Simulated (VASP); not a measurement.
Wanted: the native input for a VASP 6.6.1 run.

| Property | Result |
| --- | --- |
| Task | core levels |
| Functional | PBEsol |
| Dispersion | D3(BJ) |
| Potentials or basis | VASP PAW PBE potentials, release 64 (Nb_sv) |
| Cutoff | 520 eV |
| k mesh | 11 × 11 × 11 |
| Occupations | gaussian, width 0.05 eV |
| Spin | no spin polarisation |
| Further INCAR settings | ALGO = Fast; EDIFF = 1e-06 |

The structure of Nb lies in POSCAR:

```
Nb
2.9911
    0.000000000000      0.707097723246      0.707097723246
    0.707097723246      0.000000000000      0.707097723246
    0.707097723246      0.707097723246      0.000000000000
Nb
1
Direct
    0.0000000000      0.0000000000      0.0000000000
```

This isn't the form of Nb at room conditions, which is bcc.

One way to write it, as run:

INCAR

```
SYSTEM = Nb
PREC = Accurate
ENCUT = 520
EDIFF = 1E-6
ISMEAR = 0
SIGMA = 0.05
LREAL = .FALSE.
LASPH = .TRUE.
NELM = 80
ALGO = Fast
ISIF = 2
LWAVE = .FALSE.
LCHARG = .FALSE.
GGA = PS
IVDW = 12
ICORELEVEL = 1
```

KPOINTS

```
regular mesh
0
G
  11 11 11
  0 0 0
```

Potentials or basis: VASP PAW PBE potentials, release 64 (Nb_sv).

Run with:

```console
$ cat potpaw_PBE.64/Nb_sv/POTCAR > POTCAR
$ mpirun -np 1 vasp_std > vasp.out
```

It gave:

The pressure is -13.6 GPa and the band gap on the k mesh is none (metal or under the smearing width). The dispersion energy per atom is -0.715 eV.

Caveat: the PAW data sets were made with another functional, which shifts forces and pressure a little; pairwise dispersion overbinds metals, which lowers pressure and volume.

It took 14 s on 1 thread of Intel(R) Xeon(R) Platinum 8488C (Sapphire Rapids), on a shared host, peak memory 0.15 GiB.
